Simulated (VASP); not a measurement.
SnSe2, 3 atoms in the cell. The structure is trigonal, space group P-3m1 (No. 164). The conventional cell has a = 3.771 Å, b = 3.771 Å, c = 5.528 Å, α = 90.00°, β = 90.00°, γ = 120.00°. Around Sn (site symmetry -3m) lie 6 Se at 2.69 Å. Se (site symmetry 3m) is surrounded by 3 Sn at 2.69 Å. 

| Item | Value |
| --- | --- |
| Program | VASP 6.6.1 |
| Task | single point |
| Functional | PBEsol |
| Potentials or basis | VASP PAW PBE potentials, release 64 (Sn_d, Se) |
| Cutoff | 520 eV |
| k mesh | 15 × 15 × 8 |
| Occupations | fermi-dirac, width 0.1 eV |
| Spin | no spin polarisation |
| Dipole correction | no |
| Further INCAR settings | ALGO = Fast; EDIFF = 1e-06; NBANDS = 20 |

Potentials or basis: VASP PAW PBE potentials, release 64 (Sn_d, Se).

Launch:

```console
$ cat potpaw_PBE.64/Sn_d/POTCAR potpaw_PBE.64/Se/POTCAR > POTCAR
$ mpirun -np 1 vasp_std > vasp.out
```

Hardware: 1 thread of Intel(R) Xeon(R) Platinum 8559C (Emerald Rapids) (shared host).

Q: How long does it take, and how much memory?

A: Run time: 2.8 min on 1 thread of Intel(R) Xeon(R) Platinum 8559C (Emerald Rapids), with other jobs on the host, peak memory 0.36 GiB. Counts: scf iterations 13, k points 192.
